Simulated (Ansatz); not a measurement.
# Al2ZnO4 (Gahnite): the cost of one run

Computed with Ansatz 0.2.0 (DFT, levels as named, plane waves, PAW, unless a step's input says otherwise).

**1. The starting structure**

Symmetry: Fd-3m, No. 227, cubic system. Conventional cell: a = 8.085 Å, b = 8.085 Å, c = 8.085 Å, α = 90.00°, β = 90.00°, γ = 90.00°. Al (site symmetry -3m) has 6 O at 1.91 Å as nearest neighbours. Around Zn (site symmetry -43m) lie 4 O at 1.95 Å. Around O (site symmetry 3m) lie 3 Al at 1.91 Å and 1 Zn at 1.95 Å.

Structure file:

```
Al Zn O
1.0
     0.00000    4.04270    4.04270
     4.04270    0.00000    4.04270
     4.04270    4.04270    0.00000
Al Zn O
4 2 8
Direct
  0.12500 0.12500 0.12500
  0.62500 0.12500 0.12500
  0.12500 0.12500 0.62500
  0.12500 0.62500 0.12500
  0.75000 0.75000 0.75000
  0.50000 0.50000 0.50000
  0.88940 0.88940 0.88940
  0.91820 0.36060 0.36060
  0.88940 0.88940 0.33180
  0.36060 0.91820 0.36060
  0.33180 0.88940 0.88940
  0.36060 0.36060 0.36060
  0.88940 0.33180 0.88940
  0.36060 0.36060 0.91820
```

**2. Relaxation with PBE**

input.yaml reads:

```yaml
crystal:
  lattice:
    - [0.0, 4.0427, 4.0427]
    - [4.0427, 0.0, 4.0427]
    - [4.0427, 4.0427, 0.0]
  atoms:
    - { symbol: Al, position: [0.125, 0.125, 0.125] }
    - { symbol: Al, position: [0.625, 0.125, 0.125] }
    - { symbol: Al, position: [0.125, 0.125, 0.625] }
    - { symbol: Al, position: [0.125, 0.625, 0.125] }
    - { symbol: Zn, position: [0.75, 0.75, 0.75] }
    - { symbol: Zn, position: [0.5, 0.5, 0.5] }
    - { symbol: O, position: [0.8894, 0.8894, 0.8894] }
    - { symbol: O, position: [0.9182, 0.3606, 0.3606] }
    - { symbol: O, position: [0.8894, 0.8894, 0.3318] }
    - { symbol: O, position: [0.3606, 0.9182, 0.3606] }
    - { symbol: O, position: [0.3318, 0.8894, 0.8894] }
    - { symbol: O, position: [0.3606, 0.3606, 0.3606] }
    - { symbol: O, position: [0.8894, 0.3318, 0.8894] }
    - { symbol: O, position: [0.3606, 0.3606, 0.9182] }
  symmetry: { tolerance: 0.0003 }
hamiltonian:
  xc: pbe
  pseudopotentials: { kind: paw, azcp: { folder: soft_1 } }
basis:
  ecutwfc: 420
magnetization:
  spin_polarized: false
scf:
  occupations: { method: fermi_dirac, width: 0.02 }
kpoints:
  mp_grid: { grid: [6, 6, 6], shift: [0, 0, 0] }
output:
  forces: true
  stress: true
  eigenvalues: true
relax:
  max_steps: 60
  cell: {}
```

Launch:

```sh
> ansatz run input.yaml --threads 4 --pin off --max-ram 10240MiB --backend cpu --events-out ev --progress --plain --runs-dir out
```

Q: Estimate wall time and peak memory on 4 threads of AMD EPYC 9R45 (Zen 5), shared host.

About 8.3 s, with a peak of 0.63 GiB.
